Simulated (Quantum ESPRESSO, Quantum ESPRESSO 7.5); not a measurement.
# 2H-WSe2, layer by layer

Wanted: polarisability and band edges of 2H-WSe2, layer by layer.

Program: Quantum ESPRESSO 7.5. Level of theory: plane-wave DFT, PBE, GBRV ultrasoft pseudopotentials (geometry by pw.x at PBE-D3(BJ), GBRV ultrasoft). Results are calculated unless marked as measured.

### Step 1. Starting point

The cell holds 3 atoms: 2 Se and 1 W. Cell: a = 3.320 Å, b = 3.320 Å, c = 20.740 Å, α = 90.0°, β = 90.0°, γ = 120.0°. It derives from WSe2. Vacuum lies along c.

### Step 2. Variable-cell relaxation, 1 layer

Cell and atoms are relaxed with a D3(BJ) correction; only the in-plane cell moves (cell_dofree = 2Dxy), and the cutoff is raised for the stress.

n1.relax.in

```
&control
  prefix = 'n1.relax'
  outdir = './out'
  pseudo_dir = './pseudo'
  nstep = 50
  forc_conv_thr = 0.0004
  calculation = 'vc-relax'
  etot_conv_thr = 1e-06
/
&system
  ibrav = 0
  nat = 3
  ntyp = 2
  ecutwfc = 50
  ecutrho = 250
  vdw_corr = 'grimme-d3'
  dftd3_version = 4
  occupations = 'smearing'
  smearing = 'fd'
  degauss = 0.004
/
&electrons
  conv_thr = 1e-09
  mixing_beta = 0.4
  electron_maxstep = 120
  mixing_mode = 'plain'
/
&ions
/
&cell
  cell_dofree = '2Dxy'
  press_conv_thr = 0.3
/
ATOMIC_SPECIES
  Se  78.9710  se_pbe_v1.uspp.F.UPF
  W   183.8400  w_pbe_v1.2.uspp.F.UPF
CELL_PARAMETERS angstrom
  3.32000000000000 0.00000000000000 0.00000000000000
  -1.66000000000000 2.87520434056434 0.00000000000000
  0.00000000000000 0.00000000000000 20.74034793390490
ATOMIC_POSITIONS crystal
  Se  0.333333333333 0.666666666667 0.409829190286
  W   0.000000000000 0.000000000000 0.500000000000
  Se  0.333333333333 0.666666666667 0.590170809714
K_POINTS automatic
  12 12 1 0 0 0
```

Run with:

```console
> OMP_NUM_THREADS=1 mpirun -n 4 pw.x -nk 4 -in n1.relax.in > n1.relax.out
```

What it wrote:

```text
Program PWSCF v.7.5 starts
[citation notice left out]

     Parallel version (MPI & OpenMP), running on       4 processor cores
     Number of MPI processes:                 4
     Threads/MPI process:                     1

     MPI processes distributed on     1 nodes
[...]
Current dimensions of program PWSCF are:
     Max number of different atomic species (ntypx) = 10
     Max number of k-points (npk) =  40000
     Max angular momentum in pseudopotentials (lmaxx) =  4
     Message from routine setup:
     using ibrav=0 with symmetry is DISCOURAGED, use correct ibrav instead

     K-points division:     npool     =       4
     Subspace diagonalization in iterative solution of the eigenvalue problem:
     a serial algorithm will be used

     G-vector sticks info
     --------------------
     sticks:   dense  smooth     PW     G-vecs:    dense   smooth      PW
     Sum         673     547    163                89141    63831   10531

     Using Slab Decomposition

     bravais-lattice index     =            0
     lattice parameter (alat)  =       6.2739  a.u.
     unit-cell volume          =    1336.0399 (a.u.)^3
     number of atoms/cell      =            3
     number of atomic types    =            2
     number of electrons       =        26.00
     number of Kohn-Sham states=           17
     kinetic-energy cutoff     =      50.0000  Ry
     charge density cutoff     =     250.0000  Ry
     scf convergence threshold =      1.0E-09
     mixing beta               =       0.4000
     number of iterations used =            8  plain     mixing
     energy convergence thresh.=      1.0E-06
     force convergence thresh. =      4.0E-04
     press convergence thresh. =      3.0E-01
     Exchange-correlation= SLA  PW   PBE  PBE
                           (   1   4   3   4   0   0   0)
     nstep                     =           50

     celldm(1)=   6.273891  celldm(2)=   0.000000  celldm(3)=   0.000000
     celldm(4)=   0.000000  celldm(5)=   0.000000  celldm(6)=   0.000000

     crystal axes: (cart. coord. in units of alat)
               a(1) = (   1.000000   0.000000   0.000000 )
               a(2) = (  -0.500000   0.866025   0.000000 )
               a(3) = (   0.000000   0.000000   6.247093 )

     reciprocal axes: (cart. coord. in units 2 pi/alat)
               b(1) = (  1.000000  0.577350 -0.000000 )
               b(2) = (  0.000000  1.154701  0.000000 )
               b(3) = (  0.000000 -0.000000  0.160074 )

     PseudoPot. # 1 for Se read from file:
     ./pseudo/se_pbe_v1.uspp.F.UPF
     Pseudo is Ultrasoft + core correction, Zval =  6.0
     Generated by new atomic code, or converted to UPF format
     Using radial grid of  877 points,  6 beta functions with:
                l(1) =   0
                l(2) =   0
                l(3) =   1
                l(4) =   1
                l(5) =   2
                l(6) =   2
     Q(r) pseudized with  8 coefficients,  rinner =    1.300   1.300   1.300
                                                       1.300   1.300

     PseudoPot. # 2 for W  read from file:
     ./pseudo/w_pbe_v1.2.uspp.F.UPF
     Pseudo is Ultrasoft + core correction, Zval = 14.0
     Generated by new atomic code, or converted to UPF format
     Using radial grid of  923 points,  8 beta functions with:
                l(1) =   0
                l(2) =   0
                l(3) =   0
                l(4) =   1
                l(5) =   1
                l(6) =   2
                l(7) =   2
                l(8) =   3
     Q(r) pseudized with  6 coefficients,  rinner =    1.350   1.350   1.350
                                                       1.350   1.350   1.350
                                                       1.350

     atomic species   valence    mass     pseudopotential
     Se                6.00    78.97100     Se( 1.00)
     W                14.00   183.84000     W ( 1.00)

     12 Sym. Ops. (no inversion) found

   Cartesian axes

     site n.     atom                  positions (alat units)
         1        Se     tau(   1) = (  -0.0000000   0.5773503   2.5602410  )
         2        W      tau(   2) = (   0.0000000   0.0000000   3.1235464  )
         3        Se     tau(   3) = (  -0.0000000   0.5773503   3.6868518  )

     --------------------------------------------
     DFT-D3 Dispersion Correction (3-body terms):
     --------------------------------------------
       Reference C6 values for interpolation:

         atom   Coordination number   C6
         Se         0.000           427.35
         Se         0.990           427.57
         Se         1.981           421.05
         W          0.000          1628.72
         W          1.929          1086.81
         W         10.915           796.19

       Values used:

         atom   Coordination number  R0_AB[au]  C6      C8
         Se         3.681            3.332    421.05  29958.36
         W          8.384            3.766    796.19 128250.55
         Se         3.681            3.332    421.05  29958.36

         Molecular C6 ( Ry / a.u.^6 ) =      4793.43

     number of k points=    19  Fermi-Dirac smearing, width (Ry)=  0.0040
                       cart. coord. in units 2pi/alat
        k(    1) = (   0.0000000   0.0000000   0.0000000), wk =   0.0138889
        k(    2) = (   0.0000000   0.0962250   0.0000000), wk =   0.0833333
        k(    3) = (   0.0000000   0.1924501   0.0000000), wk =   0.0833333
        k(    4) = (   0.0000000   0.2886751   0.0000000), wk =   0.0833333
        k(    5) = (   0.0000000   0.3849002   0.0000000), wk =   0.0833333
        k(    6) = (   0.0000000   0.4811252   0.0000000), wk =   0.0833333
        k(    7) = (   0.0000000  -0.5773503   0.0000000), wk =   0.0416667
        k(    8) = (   0.0833333   0.1443376   0.0000000), wk =   0.0833333
        k(    9) = (   0.0833333   0.2405626   0.0000000), wk =   0.1666667
        k(   10) = (   0.0833333   0.3367877   0.0000000), wk =   0.1666667
[...]
k(   19) = (   0.3333333   0.5773503   0.0000000), wk =   0.0277778

     Dense  grid:    89141 G-vectors     FFT dimensions: (  32,  32, 200)

     Smooth grid:    63831 G-vectors     FFT dimensions: (  30,  30, 180)

     Estimated max dynamical RAM per process >     224.03 MB

     Estimated total dynamical RAM >     830.84 MB

     Check: negative core charge=   -0.000001

     Initial potential from superposition of free atoms

     starting charge      25.8995, renormalised to      26.0000

     negative rho (up, down):  6.195E-02 0.000E+00
     Starting wfcs are   21 randomized atomic wfcs

[...]
negative rho (up, down):  6.515E-02 0.000E+00

[...]
End of self-consistent calculation

          k = 0.0000 0.0000 0.0000 (  7943 PWs)   bands (ev):

   -74.1368 -38.3811 -38.2447 -38.2447 -14.8993 -13.6619  -6.3323  -2.3806
    -2.3806  -2.3513  -1.2499  -1.2499  -0.5131   2.9071   2.9071   3.0587
     3.0587

          k =-0.0000 0.0972 0.0000 (  7903 PWs)   bands (ev):

   -74.1361 -38.3781 -38.2606 -38.2484 -14.7942 -13.6079  -6.1964  -2.6991
    -2.5668  -2.2781  -1.4292  -1.2396  -0.5367   2.5944   2.6626   2.9224
     3.0875

          k =-0.0000 0.1945 0.0000 (  7940 PWs)   bands (ev):

   -74.1342 -38.3699 -38.3038 -38.2586 -14.4928 -13.4537  -5.8188  -3.4673
    -3.0689  -1.9953  -1.8479  -1.4242  -0.6930   1.9914   2.4656   2.6165
     3.4883

          k =-0.0000 0.2917 0.0000 (  7960 PWs)   bands (ev):

   -74.1315 -38.3623 -38.3586 -38.2725 -14.0386 -13.2237  -5.3481  -4.3370
    -3.7427  -2.3137  -1.7985  -1.6101  -1.0619   1.8147   2.3394   2.7021
     3.8817

          k =-0.0000 0.3889 0.0000 (  7974 PWs)   bands (ev):

   -74.1289 -38.4202 -38.3474 -38.2863 -13.5154 -12.9656  -5.5566  -4.5300
    -4.4702  -2.7040  -2.0975  -1.3456  -1.2490   2.0406   2.2405   3.1483
     4.1493

          k =-0.0000 0.4862 0.0000 (  7972 PWs)   bands (ev):

   -74.1270 -38.4621 -38.3391 -38.2964 -13.0653 -12.7531  -6.1973  -5.0344
    -4.3308  -2.9569  -2.2518  -1.2555  -1.0242   2.3206   2.4380   3.5068
     4.2855

[...]
the Fermi energy is     0.7031 ev

!    total energy              =    -246.54216206 Ry
     estimated scf accuracy    <          8.5E-12 Ry
     smearing contrib. (-TS)   =      -0.00000000 Ry
     internal energy E=F+TS    =    -246.54216206 Ry

     The total energy is F=E-TS. E is the sum of the following terms:
     one-electron contribution =   -1068.53856451 Ry
     hartree contribution      =     534.60099605 Ry
     xc contribution           =    -100.72709468 Ry
     ewald contribution        =     388.19560669 Ry
     DFT-D3 Dispersion         =      -0.07310561 Ry

     convergence has been achieved in   4 iterations

     negative rho (up, down):  6.515E-02 0.000E+00

     Forces acting on atoms (cartesian axes, Ry/au):

     atom    1 type  1   force =     0.00000000    0.00000000   -0.00000140
     atom    2 type  2   force =     0.00000000    0.00000000    0.00000000
     atom    3 type  1   force =    -0.00000000    0.00000000    0.00000140

     Total force =     0.000002     Total SCF correction =     0.000007
     SCF correction compared to forces is large: reduce conv_thr to get better values

     Computing stress (Cartesian axis) and pressure

     negative rho (up, down):  6.515E-02 0.000E+00
          total   stress  (Ry/bohr**3)                   (kbar)     P=       -0.17
   0.00000001   0.00000000   0.00000000            0.00        0.00        0.00
  -0.00000000   0.00000001   0.00000000           -0.00        0.00        0.00
   0.00000000   0.00000000  -0.00000355            0.00        0.00       -0.52

     Energy error            =      1.0E-09 Ry
     Gradient error          =      1.4E-06 Ry/Bohr
     Cell gradient error     =      9.7E-04 kbar

     bfgs converged in  11 scf cycles and  10 bfgs steps
     (criteria: energy <  1.0E-06 Ry, force <  4.0E-04 Ry/Bohr, cell <  3.0E-01 kbar)

     End of BFGS Geometry Optimization

     Final enthalpy           =    -246.5421620607 Ry

     File ./out/n1.relax.bfgs deleted, as requested
Begin final coordinates
     new unit-cell volume =   1308.51674 a.u.^3 (   193.90218 Ang^3 )
     density =      2.92695 g/cm^3

CELL_PARAMETERS (angstrom)
   3.285625091   0.000000000   0.000000000
  -1.642812545   2.845434796   0.000000000
   0.000000000   0.000000000  20.740347934

ATOMIC_POSITIONS (crystal)
Se               0.3333333333        0.6666666667        0.4187286201
W               -0.0000000000       -0.0000000000        0.5000000000
Se               0.3333333333        0.6666666667        0.5812713799
End final coordinates

[...]
Final scf calculation at the relaxed structure.
     The G-vectors are recalculated for the final unit cell
     Results may differ from those at the preceding step.

     G-vector sticks info
     --------------------
     sticks:   dense  smooth     PW     G-vecs:    dense   smooth      PW
     Sum         673     517    163                87401    62217   10375

     Using Slab Decomposition

     bravais-lattice index     =            0
     lattice parameter (alat)  =       6.2739  a.u.
     unit-cell volume          =    1308.5167 (a.u.)^3
     number of atoms/cell      =            3
     number of atomic types    =            2
     number of electrons       =        26.00
     number of Kohn-Sham states=           17
     kinetic-energy cutoff     =      50.0000  Ry
     charge density cutoff     =     250.0000  Ry
     scf convergence threshold =      1.0E-11
     mixing beta               =       0.4000
     number of iterations used =            8  plain     mixing
     press convergence thresh. =      3.0E-01
     Exchange-correlation= SLA  PW   PBE  PBE
                           (   1   4   3   4   0   0   0)

     celldm(1)=   6.273891  celldm(2)=   0.000000  celldm(3)=   0.000000
     celldm(4)=   0.000000  celldm(5)=   0.000000  celldm(6)=   0.000000

     crystal axes: (cart. coord. in units of alat)
               a(1) = (   0.989646   0.000000   0.000000 )
               a(2) = (  -0.494823   0.857059   0.000000 )
               a(3) = (   0.000000   0.000000   6.247093 )

     reciprocal axes: (cart. coord. in units 2 pi/alat)
               b(1) = (  1.010462  0.583391 -0.000000 )
               b(2) = ( -0.000000  1.166781  0.000000 )
               b(3) = (  0.000000 -0.000000  0.160074 )

     PseudoPot. # 1 for Se read from file:
     ./pseudo/se_pbe_v1.uspp.F.UPF
     Pseudo is Ultrasoft + core correction, Zval =  6.0
     Generated by new atomic code, or converted to UPF format
     Using radial grid of  877 points,  6 beta functions with:
                l(1) =   0
                l(2) =   0
                l(3) =   1
                l(4) =   1
                l(5) =   2
                l(6) =   2
     Q(r) pseudized with  8 coefficients,  rinner =    1.300   1.300   1.300
                                                       1.300   1.300

     PseudoPot. # 2 for W  read from file:
     ./pseudo/w_pbe_v1.2.uspp.F.UPF
     Pseudo is Ultrasoft + core correction, Zval = 14.0
     Generated by new atomic code, or converted to UPF format
     Using radial grid of  923 points,  8 beta functions with:
                l(1) =   0
                l(2) =   0
                l(3) =   0
                l(4) =   1
                l(5) =   1
                l(6) =   2
                l(7) =   2
                l(8) =   3
     Q(r) pseudized with  6 coefficients,  rinner =    1.350   1.350   1.350
                                                       1.350   1.350   1.350
                                                       1.350

     atomic species   valence    mass     pseudopotential
     Se                6.00    78.97100     Se( 1.00)
     W                14.00   183.84000     W ( 1.00)

     12 Sym. Ops. (no inversion) found

   Cartesian axes

     site n.     atom                  positions (alat units)
         1        Se     tau(   1) = (  -0.0000000   0.5713724   2.6158365  )
         2        W      tau(   2) = (  -0.0000000  -0.0000000   3.1235464  )
         3        Se     tau(   3) = (  -0.0000000   0.5713724   3.6312562  )

     --------------------------------------------
     DFT-D3 Dispersion Correction (3-body terms):
     --------------------------------------------
       Reference C6 values for interpolation:

         atom   Coordination number   C6
         Se         0.000           427.35
         Se         0.990           427.57
         Se         1.981           421.05
         W          0.000          1628.72
         W          1.929          1086.
```

The job ended after 3.6 min (4 MPI ranks of Arm Neoverse V1, shared host; peak memory 1 GiB; 14 min of CPU time).

The steps of the relaxation:

```tsv
step	energy less that of the first step (eV)	largest force (eV/Å)	volume (Å³)
1	0.0000	2.6154	197.98
2	-0.2849	1.9759	195.84
3	-0.4933	1.1198	193.64
4	-0.5679	0.2213	191.19
5	-0.5725	0.0613	191.92
6	-0.5731	0.0484	192.14
7	-0.5736	0.0405	192.38
8	-0.5742	0.0306	192.74
9	-0.5748	0.0161	193.28
10	-0.5751	0.0002	193.90
11	-0.5751	0.0000	193.90
12	-0.5739	0.0001	193.90
```

```tsv
cell as run	before	after	change
a (Å)	3.320	3.286	-1.0 %
b (Å)	3.320	3.286	-1.0 %
```

The atoms that moved most (Å, along periodic axes as changes of fractional coordinates times the final cell, across vacuum about the mean position):

```tsv
atom	dx	dy	dz	length
Se3	0.000	0.000	-0.185	0.185
Se1	0.000	0.000	0.185	0.185
```

The relaxed structure:

```cif
data_structure
_symmetry_space_group_name_H-M 'P 1'
_symmetry_Int_Tables_number 1
_cell_length_a 3.2856
_cell_length_b 3.2856
_cell_length_c 20.7403
_cell_angle_alpha 90.000
_cell_angle_beta 90.000
_cell_angle_gamma 120.000
_cell_volume 193.90
loop_
_atom_site_label
_atom_site_type_symbol
_atom_site_fract_x
_atom_site_fract_y
_atom_site_fract_z
_atom_site_occupancy
Se1 Se 0.33333 0.66667 0.41873 1
W2 W 0.00000 0.00000 0.50000 1
Se3 Se 0.33333 0.66667 0.58127 1
```

 The last row is no step: it is a fresh SCF in the final cell with a new plane-wave basis, +1 meV from the row before.

This step gave:

| Property | Result |
| --- | --- |
| free energy | -3354.3759 eV |
| Fermi energy | 0.703 eV |

[end of part 1 of 8]

[Logs are printed without paths, hosts, clocks, repeated set-up lines and the standing remarks that a program may print on its own settings, such as how far it seeks lower states.]

[Hosts, paths, dates, database ids (printed as entryN), source tags and the programs' standing remarks are cut or masked in the printed files.]

[Maps of the electrostatic potential energy from Ansatz leave out the sawtooth potential of an applied field or a dipole correction, so their vacuum need not be flat; planar profiles and work functions include it.]
